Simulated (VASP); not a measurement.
The system is Ag.

```
CELL_PARAMETERS angstrom
-1.62298 1.62298 1.62298
1.62298 -1.62298 1.62298
1.62298 1.62298 -1.62298
ATOMIC_POSITIONS crystal
Ag 0.00000 0.00000 0.00000
```

This isn't the form of Ag at room conditions, which is fcc.

```yaml
Program: VASP 6.6.1
Task: relaxation of cell and atoms
Functional: PBEsol
Potentials_or_basis: VASP PAW PBE potentials, release 64 (Ag)
Cutoff: 600 eV
k_mesh: 6 × 6 × 6
Occupations: gaussian, width 0.1 eV
Spin: no spin polarisation
```

At the start: pressure -2.2 GPa; volume 17.10 Å³/atom.

Q: How do energy, volume and symmetry change on relaxing?

A: Over 3 steps the energy falls by 2.4 meV/atom and the volume is 16.76 Å³/atom (-2.0 %); space group Im-3m (No. 229, to 0.05 Å).

The path:
```
step  energy change (eV)  largest force (eV/Å)  pressure (GPa)  volume (Å³)
   1              0.0000                0.0000           -2.22        17.10
   2             -0.0011                0.0000            1.80        16.52
   3             -0.0024                0.0000            0.00        16.76
```

Final structure:
```
Ag
1.0
    -1.61219    1.61219    1.61219
     1.61219   -1.61219    1.61219
     1.61219    1.61219   -1.61219
Ag
1
Direct
  0.00000 0.00000 0.00000
```

Caveat: the k mesh is coarse (spacing up to 0.46 Å⁻¹), so the values aren't converged; the PAW data sets were made with another functional, which shifts forces and pressure a little.
